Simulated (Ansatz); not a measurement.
# NbN: the cost of one run

Method: DFT LDA, scalar-relativistic, plane waves, PAW, in Ansatz 0.2.0.

### Step 1. The structure to begin with

Symmetry: Fm-3m, No. 225, cubic system. The conventional cell has a = 4.389 Å, b = 4.389 Å, c = 4.389 Å, α = 90.00°, β = 90.00°, γ = 90.00°. Nb (site symmetry m-3m) has 6 N at 2.19 Å as nearest neighbours. Around N (site symmetry m-3m) lie 6 Nb at 2.19 Å.

Coordinates:

```
CELL_PARAMETERS angstrom
0.00000 2.19450 2.19450
2.19450 0.00000 2.19450
2.19450 2.19450 0.00000
ATOMIC_POSITIONS crystal
Nb 0.50000 0.50000 0.50000
N 0.00000 0.00000 0.00000
```

The structure rests on an entry of the Crystallography Open Database; cell or positions may have been set otherwise for this series.

### Step 2. Relaxing cell and atoms: NbN, no spin

Contents of input.yaml:

```yaml
crystal:
  lattice:
    - [0.0, 2.1945, 2.1945]
    - [2.1945, 0.0, 2.1945]
    - [2.1945, 2.1945, 0.0]
  atoms:
    - { symbol: Nb, position: [0.5, 0.5, 0.5] }
    - { symbol: "N", position: [0.0, 0.0, 0.0] }
scf:
  occupations: { method: methfessel_paxton, width: 0.1 }
output:
  forces: true
  stress: true
  eigenvalues: true
  write_density: true
  write_potential: true
  elf: true
  volumetric_format: npy
kpoints:
  mp_grid: { grid: [18, 18, 18] }
hamiltonian:
  xc: lda
relax:
  f_tol: 0.002
  adjacent_minimum: "off"
  cell: { stress_tol: 0.05, p_target: 0 }
```

Started as:

```
$ ansatz run input.yaml --threads 4 --pin off --max-ram 12288MiB --backend cpu --events-out ev --progress --plain --runs-dir out
```

What time and memory should one allow on 4 threads of Intel Xeon Platinum 8375C at 2.90GHz (Ice Lake), shared host?

About 6.5 s, with a peak of 0.47 GiB.
